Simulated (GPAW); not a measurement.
Rh:

```xyz
1
Lattice="0.0000 1.8979 1.8979 1.8979 0.0000 1.8979 1.8979 1.8979 0.0000" Properties=species:S:1:pos:R:3 pbc="T T T"
Rh    0.0000    0.0000    0.0000
```

- Program: GPAW 26.7.0
- Task: relaxation of cell and atoms
- Functional: PBEsol
- Dispersion: D3(BJ)+ATM
- Potentials or basis: PAW data sets generated in the run's folder for this functional
- Cutoff: 600 eV
- Basis: pw
- k mesh: 12 × 12 × 12
- Occupations: fermi-dirac, width 0.05 eV
- Spin: no spin polarisation

At the start: pressure -6.8 GPa; volume 13.67 Å³/atom.

**Question.** Where does the relaxation end?

**Answer.** Over 3 steps the energy falls by 6.9 meV/atom and the volume is 13.36 Å³/atom (-2.3 %); space group Fm-3m (No. 225, to 0.05 Å).

The path:
```tsv
step	energy change (eV)	largest force (eV/Å)	pressure (GPa)	volume (Å³)
1	0.0000	0.0000	-6.79	13.67
2	-0.0069	0.0000	0.49	13.34
3	-0.0069	0.0000	-0.02	13.36
```

Final structure:
```yaml
crystal:
  lattice:
    - [0.00000, 1.88323, 1.88323]
    - [1.88323, 0.00000, 1.88323]
    - [1.88323, 1.88323, 0.00000]
  atoms:
    - { symbol: Rh, position: [0.00000, 0.00000, 0.00000] }
```

Caveat: later steps reuse the first step's grids; pairwise dispersion overbinds metals, which lowers pressure and volume.
